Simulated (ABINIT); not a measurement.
Runs of ABINIT 10.8.3 (patched build) on PbF2 (Fluorocronite). The structure is cubic, space group Fm-3m (No. 225). The conventional cell has a = 5.927 Å, b = 5.927 Å, c = 5.927 Å, α = 90.00°, β = 90.00°, γ = 90.00°. Pb (site symmetry m-3m) has 8 F at 2.57 Å as nearest neighbours. F (site symmetry -43m) is surrounded by 4 Pb at 2.57 Å. 

```csv
task,level,potentials or basis,cell,smearing,cell freedom (optcell),optimiser (ionmov),cutoff smearing ecutsm (Ha),force stop (Ha/bohr),bands in the sums,gap on the mesh (eV),pressure (GPa),relaxed volume (Å³/atom)
single point,PBE,PseudoDojo NC SR PBE v0.4.1 standard,as given,fermi-dirac 0.05 eV,-,-,-,-,-,4.45,(b),-
relaxation of cell and atoms,LDA,PseudoDojo NC SR LDA v0.4.1 standard,relaxed,fermi-dirac 0.05 eV,2,2,0.5,2e-05,-,(a),0.0,16.36
one-shot levels of the hybrid HSE06,PBE,PseudoDojo NC SR PBE v0.4.1 standard,as given,fixed,-,-,-,-,22,4.45,-,-
relaxation of cell and atoms,PBE,PseudoDojo NC SR PBE v0.4.1 standard,relaxed,fermi-dirac 0.05 eV,2,2,0.5,2e-05,-,4.44,0.0,18.01
```

Alike in all rows: no spin polarisation; k mesh 6 × 6 × 6; cutoff (eV) 1143.

Task: Fill in the values left out.

Result: (a) 4.28; (b) 2.7.

Caveats: spin-orbit coupling is left out, which as a rule narrows the gap of such compounds by several tenths of an eV; Libxc's HSE differs a little from that of other programs (some runs); this build's HSE levels may be imprecise (some runs).

A k mesh can miss the band edges, and the runs leave out spin-orbit coupling on Pb.

Not every run made on this cell is shown here.
